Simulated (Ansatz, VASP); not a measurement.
**One calculation of Mg9O8 (a cell with a defect), two programs**

```
Mg O
1.0
     0.00000    4.02600    4.02600
     4.02600    0.00000    4.02600
     4.02600    4.02600    0.00000
Mg O
9 8
Direct
  0.99964 0.99841 0.99147
  0.99269 0.99145 0.48988
  0.96478 0.51145 0.01051
  0.99938 0.49268 0.49771
  0.51277 0.96356 0.01045
  0.49383 0.99814 0.49774
  0.54239 0.54116 0.03970
  0.51274 0.51144 0.46227
  0.40136 0.40015 0.89859
  0.22370 0.22252 0.26837
  0.25706 0.25580 0.75477
  0.23163 0.75923 0.25813
  0.22317 0.76957 0.72110
  0.76044 0.23035 0.25814
  0.77080 0.22197 0.72108
  0.75353 0.75230 0.25130
  0.76071 0.75948 0.72945
```

Alike in both runs: functional PBE; k mesh 2 × 2 × 2; occupations gaussian, width 0.05 eV; no spin polarisation.

Ansatz relaxed the structure, and its values are those at the end. VASP's run is a single point on that final structure, the one shown.

|  | VASP | Ansatz |
| --- | --- | --- |
| version | VASP 6.6.1 | Ansatz 0.2.0 |
| potentials or method | VASP PAW PBE potentials, release 64 (Mg, O) | scalar-relativistic, plane waves, PAW |
| plane-wave cutoff (eV) | 520 | 420 |
| valence electrons in the cell | 66 | 138 |

Ansatz gave:

```
rms of the force components (eV/Å) : 0.004
```

Question: Estimate VASP's values.

Answer: rms of the force components (eV/Å): 0.035.

The two sets of potentials don't hold the same shells in valence.

Caveats: the k mesh is coarse (spacing up to 0.68 Å⁻¹), so the values aren't converged.
